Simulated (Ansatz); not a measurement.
Geometry optimisation in Ansatz: input, command and trajectory.

```yaml
crystal:
  lattice:
    - [-3.1709375688, 3.3343665399, 3.3343731042]
    - [3.1709375688, -3.3343665399, 3.3343731042]
    - [3.1709375688, 3.3343665399, -3.3343731042]
  atoms:
    - { symbol: Sn, position: [0.9999687495, 0.2499687495, 0.75] }
    - { symbol: Sn, position: [3.12505e-05, 0.7500312505, 0.25] }
    - { symbol: Sn, position: [0.5, 0.5, 0.5] }
    - { symbol: Sn, position: [0.5, 0.0, 0.0] }
    - { symbol: O, position: [0.1941002, 0.1941267384, 0.5000265383] }
    - { symbol: O, position: [0.6941449705, 0.7500445674, 0.944100403] }
    - { symbol: O, position: [0.1941002, 0.6940736617, 0.9999734617] }
    - { symbol: O, position: [0.3059441644, 0.7500445674, 0.555899597] }
    - { symbol: O, position: [0.6940558356, 0.2499554326, 0.444100403] }
    - { symbol: O, position: [0.3058550295, 0.2499554326, 0.055899597] }
    - { symbol: O, position: [0.8058998, 0.3059263383, 2.65383e-05] }
    - { symbol: O, position: [0.8058998, 0.8058732616, 0.4999734617] }
basis:
  ecutwfc: 500
kpoints:
  mp_grid: { grid: [6, 6, 6] }
hamiltonian:
  xc: r2scan
scf:
  occupations: { method: gaussian, width: 0.02 }
output:
  forces: true
  stress: true
  eigenvalues: true
relax:
  adjacent_minimum: "off"
  f_tol: 0.008
  max_steps: 50
  cell: { stress_tol: 0.08, p_target: 3.0 }
```

```bash
ansatz run input.yaml --threads 2 --pin off --max-ram 5120MiB --backend cpu --events-out ev --progress --plain --runs-dir out
```

Computed with DFT r2SCAN, scalar-relativistic, plane waves, PAW in Ansatz.

Of 5 frames 4 are shown, positions in Å and forces in eV/Å; the SCF threshold varies from step to step. Steps run on the plane waves of an earlier cell, with a Pulay correction in the pressure. The basis is chosen afresh for the last frame, the zero of the energies, and at times for earlier ones too; energy and pressure step there, also at an unchanged geometry. The relaxation lowers the enthalpy F + PV at the target pressure, so the free energy itself can rise.

```xyz
12
Lattice="-3.1709 3.3344 3.3344 3.1709 -3.3344 3.3344 3.1709 3.3344 -3.3344" Properties=species:S:1:pos:R:3:forces:R:3 pbc="T T T" step=1 free_energy_over_end_meV_per_atom=5.04 pressure_GPa=6.49
Sn    0.0000    5.0015    1.6670    0.0000    0.0000    0.0002
Sn    3.1709   -1.6672    1.6674    0.0000    0.0000   -0.0002
Sn    1.5855    1.6672    1.6672    0.0000    0.0000    0.0000
Sn   -1.5855    1.6672    1.6672    0.0000    0.0000    0.0000
O     1.5856    1.6672   -0.3728   -0.0002    0.0000    0.1018
O     3.1709    2.9616    1.6675    0.0000    0.1017   -0.0005
O     4.7562    1.6672   -0.3728    0.0002    0.0000    0.1018
O     3.1709    0.3728    1.6675    0.0000   -0.1017   -0.0005
O     0.0000    2.9616    1.6669    0.0000    0.1017    0.0005
O     0.0000    0.3728    1.6669    0.0000   -0.1017    0.0005
O    -1.5853    1.6672    3.7072   -0.0002    0.0000   -0.1018
O     1.5853    1.6672    3.7072    0.0002    0.0000   -0.1018
12
Lattice="-3.1914 3.3480 3.3480 3.1914 -3.3480 3.3480 3.1914 3.3480 -3.3480" Properties=species:S:1:pos:R:3:forces:R:3 pbc="T T T" step=2 free_energy_over_end_meV_per_atom=-0.04 pressure_GPa=2.91
Sn    0.0000    5.0220    1.6739    0.0000    0.0000    0.0002
Sn    3.1914   -1.6740    1.6741    0.0000    0.0000   -0.0002
Sn    1.5957    1.6740    1.6740    0.0000    0.0000    0.0000
Sn   -1.5957    1.6740    1.6740    0.0000    0.0000    0.0000
O     1.5958    1.6740   -0.3740   -0.0004    0.0000    0.0319
O     3.1914    2.9740    1.6742    0.0000    0.0319   -0.0001
O     4.7870    1.6740   -0.3740    0.0004    0.0000    0.0319
O     3.1914    0.3740    1.6742    0.0000   -0.0319   -0.0001
O     0.0000    2.9740    1.6738    0.0000    0.0319    0.0001
O     0.0000    0.3740    1.6738    0.0000   -0.0319    0.0001
O    -1.5956    1.6740    3.7220   -0.0004    0.0000   -0.0319
O     1.5956    1.6740    3.7220    0.0004    0.0000   -0.0319
12
Lattice="-3.1909 3.3476 3.3476 3.1909 -3.3476 3.3476 3.1909 3.3476 -3.3476" Properties=species:S:1:pos:R:3:forces:R:3 pbc="T T T" step=3 free_energy_over_end_meV_per_atom=0.03 pressure_GPa=2.98
Sn    0.0000    5.0214    1.6737    0.0000    0.0000    0.0002
Sn    3.1909   -1.6738    1.6739    0.0000    0.0000   -0.0002
Sn    1.5955    1.6738    1.6738    0.0000    0.0000    0.0000
Sn   -1.5955    1.6738    1.6738    0.0000    0.0000    0.0000
O     1.5955    1.6738   -0.3730   -0.0001    0.0000    0.0101
O     3.1909    2.9746    1.6739    0.0000    0.0101   -0.0001
O     4.7863    1.6738   -0.3730    0.0001    0.0000    0.0101
O     3.1909    0.3730    1.6739    0.0000   -0.0101   -0.0001
O     0.0000    2.9746    1.6737    0.0000    0.0101    0.0001
O     0.0000    0.3730    1.6737    0.0000   -0.0101    0.0001
O    -1.5954    1.6738    3.7207   -0.0001    0.0000   -0.0101
O     1.5954    1.6738    3.7207    0.0001    0.0000   -0.0101
12
Lattice="-3.1922 3.3465 3.3465 3.1922 -3.3465 3.3465 3.1922 3.3465 -3.3465" Properties=species:S:1:pos:R:3:forces:R:3 pbc="T T T" step=5 free_energy_over_end_meV_per_atom=0.00 pressure_GPa=3.00
Sn    0.0000    5.0197    1.6732    0.0000    0.0000    0.0001
Sn    3.1922   -1.6732    1.6733    0.0000    0.0000   -0.0001
Sn    1.5961    1.6732    1.6732    0.0000    0.0000    0.0000
Sn   -1.5961    1.6732    1.6732    0.0000    0.0000    0.0000
O     1.5961    1.6732   -0.3726    0.0000    0.0000    0.0001
O     3.1922    2.9739    1.6733    0.0000    0.0001    0.0000
O     4.7882    1.6732   -0.3726    0.0000    0.0000    0.0001
O     3.1922    0.3726    1.6733    0.0000   -0.0001    0.0000
O     0.0000    2.9739    1.6732    0.0000    0.0001    0.0000
O     0.0000    0.3726    1.6732    0.0000   -0.0001    0.0000
O    -1.5961    1.6732    3.7191    0.0000    0.0000   -0.0001
O     1.5961    1.6732    3.7191    0.0000    0.0000   -0.0001
```

It took 44 s on 2 threads of AMD EPYC 9R45 96-Core Processor (Zen 5) (shared host), peak memory 1.1 GiB.